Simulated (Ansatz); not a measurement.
WS2 (Tungstenite):

```
W S
1.0
     3.18000    0.00000    0.00000
    -1.59000    2.75396    0.00000
     0.00000    0.00000   12.50000
W S
2 4
Direct
  0.66667 0.33333 0.75000
  0.33333 0.66667 0.25000
  0.66667 0.33333 0.37500
  0.33333 0.66667 0.87500
  0.66667 0.33333 0.12500
  0.33333 0.66667 0.62500
```

A run of Ansatz 0.2.0 on this cell left the log below. Logs are shortened: lines on timing, memory, paths and dates and some standing lists are left out, and cuts for length are marked.

```text
Warning: RAYON_NUM_THREADS=2 ignored (pool sized by the plan → 2); use --threads N
Engine: ansatz 0.2.0, aarch64-unknown-linux-gnu
Pseudopotentials: kind: paw
Pseudopotential: W, paw, valence charge 14, recommended cutoff 420 eV (normal), W.paw.azcp
Pseudopotential: S, paw, valence charge 6, recommended cutoff 420 eV (normal), S.paw.azcp
Functional definition: PBEsol
  exchange = pbesol_x
  correlation = pbesol_c
Crystal: 6 atoms, lattice volume = 109.470 Å³
Basis set: ecut = 420 eV, 2129 PW (Γ), exchange–correlation on 48×48×180 points (8 copies of the dense FFT grid, shifted against one another)
Bands: 32, of which v1, the nominal top of the filled ones, is band 26 counted from 1 (25 counted from 0)
Symmetry: 24 space group operations
Space group: P63/mmc (ITA 194), of the structure as read, at distance tolerance 4.8e-5 Å
k-points: 28 of 300
Non-local potential: W, projectors of the file, l = 0: 3, l = 1: 2, l = 2: 2, l = 3: 1
Non-local potential: S, projectors of the file, l = 0: 2, l = 1: 2, l = 2: 2
PAW form: soft (Blöchl's): semilocal exchange-correlation on the pseudo side does not see the compensation charge
PAW frozen core: W, regenerated for the run's functional, and the local potential with it (the file was generated under x = pbe(κ = 0.804, μ = 0.2195149727645171), c = pbe(β = 0.06672455060314922))
PAW frozen core: S, regenerated for the run's functional, and the local potential with it (the file was generated under x = pbe(κ = 0.804, μ = 0.2195149727645171), c = pbe(β = 0.06672455060314922))
PAW one-centre angular grid: W, 590 points (default); XC on 64 Gauss nodes
PAW one-centre angular grid: S, 110 points (default); XC on 64 Gauss nodes
Initial density: superposition of atomic densities (neutral atoms: chi_scale 0, normalization atom), corrected by the library's trained network
Initial wavefunctions: pseudopotential atomic-orbital guess
Functional: x = pbesol(κ = 0.804, μ = 0.12345679012345678), c = pbesol(β = 0.046)
SCF iter   1: F=—  HF=-24058.147648 eV  |F-HF|=—  |Δ(HF+E_count)|=         —  Δρ=8.29e-3  dr2=1.28e-1  ethr=1.77e-3  ⟨swp⟩=6.2  Hψ=4155  notcnv=0
[... 70 lines left out ...]
relax step   6: F+E_penalty+E_count = -24058.16012717 eV  Δ(F+E_penalty+E_count) = +7.623e-5 eV  max|allowed force component| = 1.855e-3 eV/Å  Δτ_max = 0.0000 Å  P = -0.010 GPa  Ω = 108.818 Å³  stress off target by 1.25e-2 GPa  SCF on the basis re-selected at this cell (its energy is not comparable with the rows above)  (6 SCF iters)
basis re-selected at this cell: Δ(F+E_penalty+E_count) = +7.623e-5 eV, ΔP = +0.000 GPa vs the last step (what re-selecting the basis moved, of the pressure what is left beyond the Pulay correction that the steps carried, after the strain that the cell walked since its last selection, with what the two solves' SCF thresholds leave and, on support functions, any second-order correction that the steps lacked; it is no measure of the basis error at this ecutwfc). This SCF's stress stands 1.25e-2 GPa from its target on what of the cell is left free (relax.cell.stress_tol is 5.00e-2 GPa) and its largest allowed force component is 1.86e-3 eV/Å (relax.f_tol is 1.00e-2 eV/Å): within both
SCF converged after 6 iterations
Free energy (F): -24058.160127 eV
Harris-Foulkes:  -24058.160127 eV  (|F-HF|=1.46e-11)
Internal energy: -24058.160127 eV  (E = F + TS)
E sigma→0 (E₀):  -24058.160127 eV
Entropy (-TS):   -0.000000 eV (-0.000 meV/atom)
Fermi energy:    11.659315 eV
--- Per-component energies (eV) ---
  E_band       = -397.320537
  E_kinetic    = 1333.943887
  E_local      = -3771.889770  (includes V_loc(G=0)·N_el)
  E_nonlocal   = 120.660512
  E_hartree    = 1512.491649
  E_xc         = -917.553973
  E_vxc        = -830.175745  (∫ρ·V_xc dr)
  E_paw        = -19209.059389  (= ΣΔE_a)
  E_vpaw       = -274.842644  (= ΣTr[D̂ρ^β])
  E_aug_tail   = -0.000133  (compensation charges beyond the density's cutoff)
  E_ewald      = -3127.444292
  E_core_change = 0.691382  (= ΣΔE_core)
  E_smearing   = -0.000000  (= −TS)
  E_closure    = -0.000000  (closes the sum)
  Σ components = -24058.160127   (vs F -24058.160127, Δ=0.00e0)
--- Forces (eV/Å), atoms counted from 1 ---
  atom   1  W      0.00000000    -0.00000000    -0.00000000
  atom   2  W      0.00000000     0.00000000     0.00000000
  atom   3  S     -0.00000000    -0.00000000    -0.00185527
  atom   4  S     -0.00000000     0.00000000    -0.00185527
  atom   5  S      0.00000000    -0.00000000     0.00185527
  atom   6  S      0.00000000     0.00000000     0.00185527
  max |Σ_I F_I| component: 9.25e-18 eV/Å
--- Stress (GPa, compression-positive) ---
       -0.008247       0.000000       0.000000
        0.000000      -0.008247      -0.000000
        0.000000      -0.000000      -0.012524
  P = ⅓ Tr σ = -0.0097 GPa (-0.097 kbar)
--- Relaxed structure (5 steps of the walk, 4 accepted, 1 SCFs on fresh bases) ---
  F+E_penalty+E_count = -24058.16012717 eV   max|allowed force component| = 1.855e-3 eV/Å   (the final SCF, on the basis selected at the relaxed cell)
  cell:  # Å, volume = 108.8175 Å³
    - [3.1461901722034047, 1.3336178846525201e-36, 9.388669907953741e-34]
    - [-1.5730950861017023, 2.724680614265086, -3.955168895064648e-34]
    - [3.8582655782641725e-33, 3.355013546316672e-34, 12.69399362958107]
  atoms:
    - { symbol: W, position: [0.6666666666666665, 0.33333333333333337, 0.75] }
    - { symbol: W, position: [0.33333333333333337, 0.6666666666666667, 0.25] }
    - { symbol: S, position: [0.6666666666666665, 0.33333333333333337, 0.37349263287146867] }
    - { symbol: S, position: [0.33333333333333337, 0.6666666666666667, 0.8734926328714687] }
    - { symbol: S, position: [0.6666666666666665, 0.33333333333333337, 0.12650736712853128] }
    - { symbol: S, position: [0.33333333333333337, 0.6666666666666667, 0.6265073671285313] }
```

What input gives this log?

Relaxation of cell and atoms with PBEsol, no spin polarisation. The files as run (others can give the same):

input.yaml
```yaml
crystal:
  lattice:
    - [3.18, 0.0, 0.0]
    - [-1.59, 2.753960784, 0.0]
    - [0.0, 0.0, 12.5]
  atoms:
    - { symbol: W, position: [0.6666666667, 0.3333333333, 0.75] }
    - { symbol: W, position: [0.3333333333, 0.6666666667, 0.25] }
    - { symbol: S, position: [0.6666666667, 0.3333333333, 0.375] }
    - { symbol: S, position: [0.3333333333, 0.6666666667, 0.875] }
    - { symbol: S, position: [0.6666666667, 0.3333333333, 0.125] }
    - { symbol: S, position: [0.3333333333, 0.6666666667, 0.625] }
hamiltonian:
  xc: pbesol
  pseudopotentials: { kind: paw }
kpoints:
  mp_grid: { grid: [10, 10, 3] }
scf:
  occupations: { method: fermi_dirac, width: 0.05 }
output:
  forces: true
  stress: true
relax:
  f_tol: 0.01
  max_steps: 40
  cell: { stress_tol: 0.05 }
```

Potentials or basis: Ansatz PAW.
Command:
```console
$ ansatz run input.yaml --threads 2 --pin off --max-ram 5120MiB --backend cpu --events-out ev --progress --plain --runs-dir out
```

Caveat: the plane-wave basis is chosen anew once the cell has moved, so the energies of steps on either side of that aren't comparable; this functional lacks dispersion, which binds the layers, so the pressure and a relaxed spacing across them are unreliable; the PAW data sets come from PBE, with cores solved anew for the run's functional, which leaves a small shift of forces and pressure.
